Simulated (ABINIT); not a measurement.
A run of ABINIT 10.8.3 (patched build) is set up as follows.

File run.abi:

```
# Datasets: one volume each
ndtset 7
getwfk -1
scalecart1 3*0.9795861087
scalecart2 3*0.9864848297
scalecart3 3*0.9932883884
scalecart4 3*1.0000000000
scalecart5 3*1.0066227096
scalecart6 3*1.0131594038
scalecart7 3*1.0196128224

# Pseudopotentials
pp_dirpath "./"
pseudos "Ga.GGA_PBE-JTH.xml, P.GGA_PBE-JTH.xml"

# Structure
acell 3*1.0
rprim
     0.0000000000     5.1499761211     5.1499761211
     5.1499761211     0.0000000000     5.1499761211
     5.1499761211     5.1499761211     0.0000000000
ntypat 2
znucl 31 15
natom 2
typat 1 2
xred
     0.0000000000     0.0000000000     0.0000000000
     0.7500000000     0.7500000000     0.7500000000

# Plane-wave basis
ecut 15.0
pawecutdg 30.0

# k points
kptopt 1
ngkpt 8 8 8
nshiftk 1
shiftk 0.0 0.0 0.0

# Exchange and correlation
ixc -116133

# Bands and occupations
nband 13
occopt 3
tsmear 0.05 eV

# SCF cycle
nstep 100
tolvrs 1.0e-9

# Output
iomode 3
prtwf 1
prtden 0
prteig 0
prtebands 0
enunit 2
```

Potentials or basis: JTH PAW PBE v2.0.

Launch:

```sh
$ abinit run.abi > log 2>&1
```

(1) Predict the bulk modulus.

(2) What does it give for the equilibrium volume?

Answers

(1) 85 GPa.

(2) 20.16 Å³/atom.

Caveat: pressures at fixed basis lie under the slope of the energies; the PAW data sets were made with another functional, which shifts forces and pressure a little.

**What was measured.**

“Phosphorous dimerization in GaP at high pressure”, 2017, arxiv:1709.06667 reports, for a bulk crystal of GaP: bulk modulus 87.5 ± 0.6 GPa.

Measured bulk modulus of GaP: 87.5 GPa (“Phosphorous dimerization in GaP at high pressure”, 2017, arxiv:1709.06667). This calculation gives 85 GPa (-2.8 %). The fit is for a static lattice scaled at fixed shape and fixed fractional positions.
